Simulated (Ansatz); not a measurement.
## Symmetry broken, then relaxed in SnO

All numbers below come from Ansatz 0.2.0, DFT PBE+D3(BJ), scalar-relativistic, plane waves, PAW. Cutoff 420 eV, Γ-centred 10×10×4 k-points, Gaussian smearing of 0.15 eV. No spin polarisation. Energies are free energies at this smearing, counted from the undisturbed cell; pressure is positive in compression.

Reference structure (relaxed at this level):

```
CELL_PARAMETERS angstrom
2.71251 -2.71250 0.00000
2.71251 2.71250 0.00000
0.00000 0.00000 9.51785
ATOMIC_POSITIONS crystal
Sn 0.99989 0.00011 0.00023
Sn 0.00011 0.99989 0.50023
Sn 0.50013 0.49987 0.25677
Sn 0.49987 0.50013 0.75677
O 0.00018 0.49981 0.37850
O 0.99982 0.50019 0.87850
O 0.50019 0.99982 0.37850
O 0.49981 0.00018 0.87850
```

The atoms are displaced (Å, in the unstrained cell):

```tsv
atom	ux	uy	uz
Sn1	0.006	-0.024	-0.051
Sn2	0.006	-0.024	-0.051
Sn3	0.006	-0.024	-0.051
Sn4	0.006	-0.024	-0.051
O5	0.006	-0.024	-0.051
O6	-0.042	0.168	0.354
O7	0.006	-0.024	-0.051
O8	0.006	-0.024	-0.051
```

Cell and atoms are then relaxed.

**Question.** Does the relaxation return to the undisturbed structure?

**Answer.** Yes (up to a choice of domain or origin): same space group and volume, and an energy 0.0 meV/atom from it. The disturbance itself cost 93.8 meV/atom. The final space group reads P4/nmm (tolerance 0.05 Å) and the volume changes by -0.03 %.

Final structure:

```
Sn O
1.0
     2.71292   -2.71291    0.00001
     2.71183    2.71183   -0.00001
    -0.00001   -0.00003    9.51629
Sn O
4 4
Cartesian
  2.7118 2.7118 0.0025
  2.7129 -2.7129 4.7610
  2.7124 -0.0005 2.4432
  2.7124 -0.0006 7.2009
  4.0688 -1.3570 3.6018
  1.3559 1.3558 8.3595
  1.3565 -1.3564 3.6024
  4.0683 1.3553 8.3602
```

The relaxation, step by step (energy from the first step; small jumps at an unchanged geometry come where the plane waves are selected anew for the new cell):

```tsv
step	ΔE (meV/atom)	largest force component (eV/Å)	pressure (GPa)
1	0.0	2.935	1.66
2	-74.9	1.107	0.28
3	-89.2	0.461	0.43
4	-93.7	0.007	-0.09
5	-93.8	0.001	0.02
6	-93.8	0.001	0.02
```

Frames along the relaxation (Å, eV/Å):

```xyz
8
Lattice="2.713 -2.712 0.000 2.713 2.712 0.000 0.000 0.000 9.518" Properties=species:S:1:pos:R:3:forces:R:3 pbc="T T T" step=1
Sn    2.718   -2.736   -0.048    1.099    0.887    2.373
Sn    2.718    2.688    4.711   -0.015    0.018   -0.436
Sn    2.718   -0.025    2.393   -0.028    0.010   -0.552
Sn    2.718   -0.023    7.152    0.219   -0.119    1.006
O     1.362    1.331    3.552    0.005   -0.017    0.521
O     4.027   -1.188    8.715   -1.203   -1.553   -2.935
O     4.075    1.331    3.552    0.002    0.043    0.623
O     1.362   -1.379    8.311   -0.079    0.731   -0.601
8
Lattice="2.698 -2.703 0.000 2.715 2.721 -0.009 -0.015 -0.016 9.505" Properties=species:S:1:pos:R:3:forces:R:3 pbc="T T T" step=2
Sn    2.664   -2.725    0.030    0.426    0.430    0.341
Sn    2.712    2.694    4.691    0.010    0.015    0.256
Sn    2.705   -0.019    2.366   -0.021    0.006    0.399
Sn    2.730   -0.014    7.191   -0.085    0.066    0.276
O     1.355    1.330    3.577    0.001    0.035   -0.245
O     4.023   -1.282    8.530   -0.228   -0.523   -1.107
O     4.063    1.345    3.570   -0.004   -0.009   -0.257
O     1.339   -1.322    8.298   -0.098   -0.021    0.339
8
Lattice="2.706 -2.703 0.000 2.723 2.721 0.004 0.006 0.008 9.595" Properties=species:S:1:pos:R:3:forces:R:3 pbc="T T T" step=3
Sn    2.674   -2.723   -0.022    0.176    0.177   -0.003
Sn    2.727    2.719    4.791   -0.003   -0.002    0.429
Sn    2.715    0.007    2.485    0.008    0.002    0.105
Sn    2.743   -0.003    7.277   -0.096    0.141   -0.461
O     1.365    1.360    3.661   -0.014   -0.006   -0.255
O     4.093   -1.313    8.433   -0.195   -0.151    0.109
O     4.079    1.366    3.660    0.009    0.015   -0.313
O     1.348   -1.312    8.380    0.116   -0.176    0.389
8
Lattice="2.710 -2.710 0.001 2.718 2.718 0.001 0.003 0.001 9.525" Properties=species:S:1:pos:R:3:forces:R:3 pbc="T T T" step=4
Sn    2.709   -2.711   -0.001    0.002    0.002    0.005
Sn    2.719    2.719    4.767   -0.001    0.000    0.003
Sn    2.715    0.005    2.450    0.002    0.001   -0.004
Sn    2.716    0.003    7.207    0.003    0.007    0.003
O     1.360    1.360    3.611   -0.001    0.000   -0.005
O     4.072   -1.351    8.369   -0.002    0.000   -0.002
O     4.074    1.364    3.606    0.000   -0.002   -0.003
O     1.358   -1.354    8.363   -0.003   -0.007    0.002
8
Lattice="2.713 -2.713 0.000 2.712 2.712 0.000 0.000 0.000 9.516" Properties=species:S:1:pos:R:3:forces:R:3 pbc="T T T" step=5
Sn    2.713   -2.713    0.003    0.000    0.000    0.001
Sn    2.712    2.712    4.761    0.000    0.000    0.001
Sn    2.712    0.000    2.443    0.000    0.000   -0.001
Sn    2.712   -0.001    7.201    0.000    0.000   -0.001
O     1.356    1.356    3.602    0.000    0.000   -0.001
O     4.069   -1.357    8.360    0.000    0.000    0.000
O     4.068    1.355    3.602    0.000    0.000    0.000
O     1.356   -1.357    8.360    0.000    0.000    0.001
8
Lattice="2.713 -2.713 0.000 2.712 2.712 0.000 0.000 0.000 9.516" Properties=species:S:1:pos:R:3:forces:R:3 pbc="T T T" step=6
Sn    2.713   -2.713    0.003    0.000    0.000    0.001
Sn    2.712    2.712    4.761    0.000    0.000    0.001
Sn    2.712    0.000    2.443    0.000    0.000   -0.001
Sn    2.712   -0.001    7.201    0.000    0.000   -0.001
O     1.356    1.356    3.602    0.000    0.000   -0.001
O     4.069   -1.357    8.360    0.000    0.000    0.000
O     4.068    1.355    3.602    0.000    0.000    0.000
O     1.356   -1.357    8.360    0.000    0.000    0.001
```

Cost: 3 runs of about 11 core-minutes in all, on Intel Xeon Platinum 8488C (Sapphire Rapids) (shared hosts).